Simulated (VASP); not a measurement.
Crystal: TaS2.

```xyz
3
Lattice="3.3500 0.0000 0.0000 -1.6750 2.9012 0.0000 0.0000 0.0000 5.8600" Properties=species:S:1:pos:R:3 pbc="T T T"
Ta    0.0000    0.0000    0.0000
S     0.0000    1.9341    1.4650
S     1.6750    0.9671    4.3950
```

| Quantity | Value |
| --- | --- |
| Program | VASP 6.6.1 |
| Task | relaxation of cell and atoms |
| Functional | PBE |
| Potentials or basis | VASP PAW PBE potentials, release 64 (Ta_pv, S) |
| Cutoff | 600 eV |
| k mesh | 15 × 15 × 6 |
| Occupations | methfessel-paxton, width 0.1 eV |
| Spin | no spin polarisation |

At the start: pressure 9.1 GPa; volume 18.98 Å³/atom.

How do energy, volume and symmetry change on relaxing?

Over 34 steps the energy falls by 48.0 meV/atom and the volume is 21.96 Å³/atom (+15.7 %); space group P-3m1 (No. 164, to 0.05 Å).

Step by step:
```tsv
step	energy change (eV)	largest force (eV/Å)	pressure (GPa)	volume (Å³)
1	0.0000	1.2457	9.14	56.95
2	0.2432	1.9097	-12.48	66.34
3	-0.1149	0.0902	-0.58	60.12
4	-0.1152	0.0447	-0.26	59.99
5	-0.1151	0.0220	-0.12	59.93
6	-0.1216	0.0826	0.12	59.83
7	-0.1234	0.1406	0.34	59.73
8	-0.1260	0.1461	0.18	60.08
9	-0.1320	0.1609	-0.25	61.11
10	-0.1383	0.1803	-0.92	63.19
11	-0.1400	0.1118	-0.49	63.21
12	-0.1413	0.0022	0.21	63.25
13	-0.1413	0.0178	0.30	63.25
14	-0.1415	0.0225	0.33	63.36
15	-0.1420	0.0334	0.35	63.67
16	-0.1428	0.0602	0.44	64.29
17	-0.1432	0.0471	-0.26	64.84
18	-0.1433	0.0192	-0.09	64.70
19	-0.1433	0.0172	-0.09	64.69
20	-0.1431	0.0215	0.18	64.49
21	-0.1433	0.0160	-0.06	64.68
22	-0.1433	0.0031	0.04	64.64
23	-0.1433	0.0008	0.06	64.63
24	-0.1433	0.0060	0.06	64.64
25	-0.1433	0.0195	0.04	64.69
26	-0.1434	0.0210	0.03	64.72
27	-0.1434	0.0245	-0.01	64.82
28	-0.1435	0.0333	-0.10	65.03
29	-0.1436	0.0488	-0.26	65.44
30	-0.1436	0.0472	-0.24	65.45
31	-0.1436	0.0443	-0.24	65.48
32	-0.1437	0.0382	-0.21	65.54
33	-0.1438	0.0259	-0.15	65.65
34	-0.1439	0.0023	-0.02	65.87
```

Final structure:
```
Ta S
1.0
     3.37737    0.00000    0.00000
    -1.68869    2.92489    0.00000
     0.00000    0.00000    6.66849
Ta S
1 2
Direct
  0.00000 0.00000 0.00000
  0.33333 0.66667 0.23013
  0.66667 0.33333 0.76987
```

Caveat: the volume moved by over 15 % at a fixed basis, so the end points are rough; this functional lacks dispersion, which binds the layers, so the pressure and a relaxed spacing across them are unreliable, and here the layers came unbound; the volume moved by +16 % from the deposited cell, more than functionals usually miss.
